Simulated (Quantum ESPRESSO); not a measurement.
Wanted: the native input for a Quantum ESPRESSO 7.5 run.

- Task: band structure
- Functional: HCTH
- Potentials or basis: PseudoDojo 0.4.1 SR PBE standard
- Cutoff: 1143 eV
- Density cutoff: 4572 eV
- k mesh: 6 × 6 × 9
- Occupations: fermi-dirac, width 0.05 eV
- Spin: no spin polarisation
- Mixing beta: 0.5
- Most SCF iterations: 120
- SCF threshold: 1.2e-09 Ry

Crystal: TiO2.

```
Ti O
1.0
     4.59984    0.00000    0.00000
     0.00000    4.59984    0.00000
     0.00000    0.00000    2.95921
Ti O
2 4
Direct
  0.00000 0.00000 0.50000
  0.50000 0.50000 0.00000
  0.30432 0.30432 0.50000
  0.19568 0.80432 0.00000
  0.80432 0.19568 0.00000
  0.69568 0.69568 0.50000
```

The cell is a database's computed one.

These files were run (other wordings do the same):

pw.in

```
&CONTROL
  calculation = 'scf'
  prefix = 'pwscf'
  outdir = './tmp'
  pseudo_dir = './pseudo'
  tprnfor = .true.
  tstress = .true.
  disk_io = 'low'
/
&SYSTEM
  ibrav = 0
  nat = 6
  ntyp = 2
  ecutwfc = 84
  nbnd = 33
  input_dft = 'XC-000I-000I-162L-000I-000I-000I'
  occupations = 'smearing'
  smearing = 'fd'
  degauss = 0.00367493
/
&ELECTRONS
  conv_thr = 1.2d-09
  electron_maxstep = 120
  mixing_beta = 0.5
/
ATOMIC_SPECIES
Ti    47.8670 Ti.upf
O     15.9990 O.upf
CELL_PARAMETERS angstrom
   4.5998373239    0.0000000000    0.0000000000
   0.0000000000    4.5998373239    0.0000000000
   0.0000000000    0.0000000000    2.9592135600
ATOMIC_POSITIONS angstrom
Ti     0.0000000000    0.0000000000    1.4796067800
Ti     2.2999186620    2.2999186620    0.0000000000
O      1.3998285662    1.3998285662    1.4796067800
O      0.9000900958    3.6997472281    0.0000000000
O      3.6997472281    0.9000900958    0.0000000000
O      3.2000087577    3.2000087577    1.4796067800
K_POINTS automatic
6 6 9 0 0 0
```

bands.in

```
&CONTROL
  calculation = 'bands'
  prefix = 'pwscf'
  outdir = './tmp'
  pseudo_dir = './pseudo'
  disk_io = 'low'
  verbosity = 'high'
/
&SYSTEM
  ibrav = 0
  nat = 6
  ntyp = 2
  ecutwfc = 84
  nbnd = 33
  input_dft = 'XC-000I-000I-162L-000I-000I-000I'
  occupations = 'smearing'
  smearing = 'fd'
  degauss = 0.00367493
/
&ELECTRONS
  conv_thr = 1d-08
  electron_maxstep = 120
  mixing_beta = 0.5
  diago_full_acc = .true.
/
ATOMIC_SPECIES
Ti    47.8670 Ti.upf
O     15.9990 O.upf
CELL_PARAMETERS angstrom
   4.5998373239    0.0000000000    0.0000000000
   0.0000000000    4.5998373239    0.0000000000
   0.0000000000    0.0000000000    2.9592135600
ATOMIC_POSITIONS angstrom
Ti     0.0000000000    0.0000000000    1.4796067800
Ti     2.2999186620    2.2999186620    0.0000000000
O      1.3998285662    1.3998285662    1.4796067800
O      0.9000900958    3.6997472281    0.0000000000
O      3.6997472281    0.9000900958    0.0000000000
O      3.2000087577    3.2000087577    1.4796067800
K_POINTS crystal
60
 0.0000000000  0.0000000000  0.0000000000 1
 0.0000000000  0.1250000000  0.0000000000 1
 0.0000000000  0.2500000000  0.0000000000 1
 0.0000000000  0.3750000000  0.0000000000 1
 0.0000000000  0.5000000000  0.0000000000 1
 0.1250000000  0.5000000000  0.0000000000 1
 0.2500000000  0.5000000000  0.0000000000 1
 0.3750000000  0.5000000000  0.0000000000 1
 0.5000000000  0.5000000000  0.0000000000 1
 0.4285714286  0.4285714286  0.0000000000 1
 0.3571428571  0.3571428571  0.0000000000 1
 0.2857142857  0.2857142857  0.0000000000 1
 0.2142857143  0.2142857143  0.0000000000 1
 0.1428571429  0.1428571429  0.0000000000 1
 0.0714285714  0.0714285714  0.0000000000 1
 0.0000000000  0.0000000000  0.0000000000 1
 0.0000000000  0.0000000000  0.0625000000 1
 0.0000000000  0.0000000000  0.1250000000 1
 0.0000000000  0.0000000000  0.1875000000 1
 0.0000000000  0.0000000000  0.2500000000 1
 0.0000000000  0.0000000000  0.3125000000 1
 0.0000000000  0.0000000000  0.3750000000 1
 0.0000000000  0.0000000000  0.4375000000 1
 0.0000000000  0.0000000000  0.5000000000 1
 0.0000000000  0.1000000000  0.5000000000 1
 0.0000000000  0.2000000000  0.5000000000 1
 0.0000000000  0.3000000000  0.5000000000 1
 0.0000000000  0.4000000000  0.5000000000 1
 0.0000000000  0.5000000000  0.5000000000 1
 0.1000000000  0.5000000000  0.5000000000 1
 0.2000000000  0.5000000000  0.5000000000 1
 0.3000000000  0.5000000000  0.5000000000 1
 0.4000000000  0.5000000000  0.5000000000 1
 0.5000000000  0.5000000000  0.5000000000 1
 0.4285714286  0.4285714286  0.5000000000 1
 0.3571428571  0.3571428571  0.5000000000 1
 0.2857142857  0.2857142857  0.5000000000 1
 0.2142857143  0.2142857143  0.5000000000 1
 0.1428571429  0.1428571429  0.5000000000 1
 0.0714285714  0.0714285714  0.5000000000 1
 0.0000000000  0.0000000000  0.5000000000 1
 0.0000000000  0.5000000000  0.0000000000 1
 0.0000000000  0.5000000000  0.0555555556 1
 0.0000000000  0.5000000000  0.1111111111 1
 0.0000000000  0.5000000000  0.1666666667 1
 0.0000000000  0.5000000000  0.2222222222 1
 0.0000000000  0.5000000000  0.2777777778 1
 0.0000000000  0.5000000000  0.3333333333 1
 0.0000000000  0.5000000000  0.3888888889 1
 0.0000000000  0.5000000000  0.4444444444 1
 0.0000000000  0.5000000000  0.5000000000 1
 0.5000000000  0.5000000000  0.0000000000 1
 0.5000000000  0.5000000000  0.0625000000 1
 0.5000000000  0.5000000000  0.1250000000 1
 0.5000000000  0.5000000000  0.1875000000 1
 0.5000000000  0.5000000000  0.2500000000 1
 0.5000000000  0.5000000000  0.3125000000 1
 0.5000000000  0.5000000000  0.3750000000 1
 0.5000000000  0.5000000000  0.4375000000 1
 0.5000000000  0.5000000000  0.5000000000 1
```

Potentials or basis: PseudoDojo 0.4.1 SR PBE standard.

Command:

```bash
$ OMP_NUM_THREADS=1 pw.x -in pw.in > pw.out
$ OMP_NUM_THREADS=1 pw.x -in bands.in > bands.out
```

Results of the run:

The pressure is 3.1 GPa, the largest force is 0.140 eV/Å and the band gap on the k mesh is 1.85 eV, direct. The band gap along the path is 1.85 eV, direct.

Caveat: the potentials were made for another functional, which shifts forces and pressure.

It took 4.5 min on 1 thread of Intel(R) Xeon(R) CPU @ 2.80GHz (Skylake/Cascade Lake), with other jobs on the host, peak memory 0.22 GiB.
